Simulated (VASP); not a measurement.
Crystal: BaTiO3.

```xyz
5
Lattice="3.8862 0.0000 0.0000 0.0000 3.8862 0.0000 0.0000 0.0000 3.9827" Properties=species:S:1:pos:R:3 pbc="T T T"
Ba    0.0000    3.8862    3.9771
Ti    1.9431    1.9431    1.9194
O     1.9431    1.9431    0.1159
O     1.9431    0.0000    2.0578
O     0.0000    1.9431    2.0578
```

The cell isn't the ideal one: a relaxed cell with its volume scaled by 0.94.

- Program: VASP 6.6.1
- Task: relaxation of shape and atoms at fixed volume
- Functional: PBEsol
- Potentials or basis: VASP PAW PBE potentials, release 64 (Ba_sv, Ti_sv, O)
- Cutoff: 600 eV
- k mesh: 8 × 8 × 8
- Occupations: gaussian, width 0.03 eV
- Spin: no spin polarisation

At the start: pressure 12.4 GPa; volume 12.03 Å³/atom.

Q: Where does the relaxation end?

A: Over 13 steps the energy falls by 6.3 meV/atom; space group P4mm (No. 99, to 0.05 Å).

Step by step:
| step | energy change (eV) | largest force (eV/Å) | pressure (GPa) |
| --- | --- | --- | --- |
| 1 | 0.0000 | 0.6776 | 12.38 |
| 2 | -0.0178 | 0.1180 | 11.08 |
| 3 | -0.0180 | 0.1257 | 10.96 |
| 4 | -0.0266 | 0.1003 | 10.60 |
| 5 | -0.0280 | 0.1042 | 10.42 |
| 6 | -0.0301 | 0.0708 | 10.32 |
| 7 | -0.0311 | 0.0609 | 10.21 |
| 8 | -0.0311 | 0.0665 | 10.20 |
| 9 | -0.0315 | 0.0144 | 10.11 |
| 10 | -0.0315 | 0.0179 | 10.11 |
| 11 | -0.0316 | 0.0126 | 10.08 |
| 12 | -0.0316 | 0.0139 | 10.07 |
| 13 | -0.0316 | 0.0091 | 10.06 |

Final structure:
```xyz
5
Lattice="3.9163 0.0000 0.0000 0.0000 3.9163 0.0000 0.0000 0.0000 3.9217" Properties=species:S:1:pos:R:3 pbc="T T T"
Ba    3.9163    0.0000    0.0244
Ti    1.9581    1.9581    1.9634
O     1.9581    1.9581    0.0512
O     1.9581    0.0000    2.0060
O     3.9163    1.9581    2.0060
```

Caveat: the PAW data sets were made with another functional, which shifts forces and pressure a little.
